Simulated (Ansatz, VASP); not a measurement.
# CsBr: VASP beside Ansatz

File INCAR:

```
SYSTEM = CsBr
ALGO     = Normal         ! electronic algorithm
EDIFF    = 1E-6           ! SCF threshold, eV
EDIFFG   = -0.005         ! ionic threshold
ENCUT    = 600            ! plane-wave cutoff, eV
GGA      = PE             ! functional
IBRION   = 2              ! ionic algorithm
ISIF     = 3              ! what is computed and relaxed
ISMEAR   = 0              ! smearing method
IVDW     = 12             ! dispersion correction
LASPH    = .True.         ! aspherical terms in the spheres
LCHARG   = .False.        ! write CHGCAR
LREAL    = .False.        ! projectors in reciprocal space
LWAVE    = .False.        ! write WAVECAR
NELM     = 100            ! most SCF steps
NSW      = 70             ! ionic steps
PREC     = Accurate       ! precision mode
SIGMA    = 0.02           ! smearing width, eV
```

File KPOINTS:

```
k-points
0
Gamma
  6 6 6
  0 0 0
```

Contents of POSCAR:

```
CsBr
1.0
    4.3893097666      0.0000000000      0.0000000000
    0.0000000000      4.3893097666      0.0000000000
    0.0000000000      0.0000000000      4.3893097666
Cs Br
1 1
Direct
    0.0000000000      0.0000000000      0.0000000000
    0.5000000000      0.5000000000      0.5000000000
```

Input for Ansatz:

```yaml
crystal:
  lattice:
    - [4.3893097666, 0.0, 0.0]
    - [0.0, 4.3893097666, 0.0]
    - [0.0, 0.0, 4.3893097666]
  atoms:
    - { symbol: Cs, position: [0.0, 0.0, 0.0] }
    - { symbol: Br, position: [0.5, 0.5, 0.5] }
basis:
  ecutwfc: 420
kpoints:
  mp_grid: { grid: [6, 6, 6] }
hamiltonian:
  xc: pbe
  dispersion: d3bj
scf:
  occupations: { method: gaussian, width: 0.02 }
output:
  forces: true
  stress: true
  eigenvalues: true
relax:
  adjacent_minimum: "off"
  f_tol: 0.005
  max_steps: 50
  cell: { stress_tol: 0.05 }
```

Alike in both runs: task relaxation of cell and atoms; functional PBE; dispersion D3(BJ); k mesh 6 × 6 × 6; occupations gaussian, width 0.02 eV; no spin polarisation.

|  | VASP | Ansatz |
| --- | --- | --- |
| version | VASP 6.6.1 | Ansatz 0.2.0 |
| potentials or method | VASP PAW PBE potentials, release 64 (Cs_sv, Br) | scalar-relativistic, plane waves, PAW |
| plane-wave cutoff (eV) | 600 | 420 |
| valence electrons in the cell | 16 | 16 |

Ansatz gave:

| Item | Value |
| --- | --- |
| gap on the k mesh at the Fermi level, each at its own relaxed structure (eV) | 4.49 |
| relaxed volume (Å³/atom) | 39.83 |
| relaxed cell length with the largest relative difference (Å) | 4.303 |
| energy change over the relaxation (meV/atom) | -6 |

Task: Which values does VASP return?

Result: gap on the k mesh at the Fermi level, each at its own relaxed structure (eV): 4.46; relaxed volume (Å³/atom): 40.00; relaxed cell length with the largest relative difference (Å): 4.309; energy change over the relaxation (meV/atom): -5.

Caveats: spin-orbit coupling is left out, which moves the levels of the heavy elements.
